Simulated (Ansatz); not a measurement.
Space group I4mm (No. 107). a = 4.249 Å, b = 4.249 Å, c = 6.011 Å, α = 90.00°, β = 90.00°, γ = 90.00°
```tsv
atom	site	symmetry	x	y	z
Pb	2a	4mm	0.0000	0.0000	0.2523
S	2a	4mm	0.5000	0.5000	0.2477
```

Equation of state of this PbS structure (not necessarily the ground state), with shape and atoms relaxed at each volume where symmetry leaves them free. All numbers below come from DFT PBE, scalar-relativistic, plane waves, PAW in Ansatz.

Cutoff 420 eV; k points 12×12×12 on the computed 2-atom cell (Γ-centred); Gaussian smearing, width 0.02 eV; no spin polarisation.

```tsv
V (Å³/atom)	E − E(largest V) (meV/atom)	P (GPa)	gap on mesh (eV)
23.875	51.23	8.81	0.02
24.689	13.50	6.08	0.14
25.503	-11.23	3.71	0.27
26.317	-24.84	1.70	0.39
27.131	-28.96	-0.01	0.50
27.945	-25.23	-1.27	0.70
28.759	-16.59	-2.08	0.96
29.844	0.00	-2.81	1.28
```

Q: Fit a third-order Birch–Murnaghan equation, E = E0 + (9V0B0/16)·[(x − 1)³B0' + (x − 1)²(6 − 4x)] with x = (V0/V)^(2/3), to E(V).

A: V0 = 27.16 Å³/atom, B0 = 45 GPa, B0' = 7.3.

Spin-orbit coupling is left out, which matters for the bands of heavy elements.

The slope of the tabulated pressures gives B = 48 GPa at V0, so the fit is only rough here.

The cell was found from a structure generator's guess, not taken from experiment.
